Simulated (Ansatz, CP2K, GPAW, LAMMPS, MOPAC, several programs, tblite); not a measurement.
# KF (NiAs type) from semi-empirical methods to plane-wave DFT

KF (NiAs type), relaxed with r2SCAN in Ansatz, was computed with several methods. The symmetry is P6_3/mmc (No. 194, hexagonal); conventional cell a = 3.660 Å, c = 6.479 Å, 18.79 Å³ an atom. K has 6 F at 2.66 Å; F has 6 K at 2.66 Å. Simulation only: spin-unpolarised, and no claim that this is the phase found in nature.

Space group P6_3/mmc (No. 194). a = 3.660 Å, b = 3.660 Å, c = 6.479 Å, α = 90.00°, β = 90.00°, γ = 120.00°

| atom | site | symmetry | x | y | z |
| --- | --- | --- | --- | --- | --- |
| K | 2a | -3m. | 0.0000 | 0.0000 | 0.0000 |
| F | 2c | -6m2 | 0.3333 | 0.6667 | 0.2500 |

Gaps and times are for a single point on this cell; volume and bulk modulus come from each method's own relaxation or energy curve at fixed shape, which is too stiff where a cell has free coordinates or axes. Times are rough, from shared hosts (Arm Neoverse N1), and each method has its own mesh and cell size. A double dagger marks a value from a curve with shape and coordinates held. GFN1-xTB (tblite): levels, charges or heat of formation failed a check of plausibility, so no values are given. PM6 (MOPAC), PM7 (MOPAC), GFN1-xTB (tblite) treat a cluster of cells at its zone centre, which samples few k points: where these miss a band edge, the gap comes out too large for that reason alone. Gaps from k meshes are read at a limited set of points (mesh, symmetry points, PBE's band edges), so each method's own least gap may be somewhat smaller. Force fields have no electrons; where one was fitted to this phase, its volume and modulus reflect the fit. xTB and the PM methods were fitted mostly to molecules, and can miss a solid's gap by electronvolts. Minimal bases can be far off for gaps. GLLB-SC's gap includes the derivative discontinuity. d marks a direct gap, i an indirect one (no mark: not told apart), a dash a value that wasn't computed or didn't pass its checks.

| method | kind | gap (eV) | own volume (Å³/atom) | bulk modulus (GPa) | atoms computed | processor time |
| --- | --- | --- | --- | --- | --- | --- |
| ffield.eim (LAMMPS) | force field | – | – | – | 4 | 0.16 s |
| light PBE (260 eV, its own mesh) | light plane-wave | 6.21 d | – | – | 4 | 1.7 s |
| PM7 (MOPAC) | semi-empirical | 13.22 | 18.04‡ | 76‡ | 72 | 3.6 s |
| PM6 (MOPAC) | semi-empirical | 13.05 | – | – | 72 | 3.7 s |
| GFN1-xTB (tblite) | tight binding | – | – | – | 72 | 4.8 s |
| PBE | semilocal | 6.20 d | 19.97 | 29‡ | 4 | 9 s |
| r2SCAN | semilocal | 6.87 d | 18.79 | 35‡ | 4 | 21 s |
| PBE/SZV (CP2K) | small basis | 3.46 d | – | – | 4 | 29 s |
| PBE/DZVP (CP2K) | small basis | 6.31 d | 20.01‡ | 32‡ | 4 | 68 s |
| GLLB-SC (GPAW) | model potential | 12.35 | – | – | 4 | 79 s |

Against r2SCAN (6.87 eV) the nearest gap at the points sampled is that of PBE/DZVP (CP2K) (-0.55 eV) and the farthest that of PM7 (MOPAC) (+6.36 eV). r2SCAN is only a yardstick of convenience: semilocal gaps usually lie below measured ones, which GLLB-SC and hybrids aim to mend.

Volumes against r2SCAN's: PBE +6.3 %.

Runs without a result: GFN2-xTB (tblite) (single point), PBE/single zeta (GPAW) (single point, out of time).
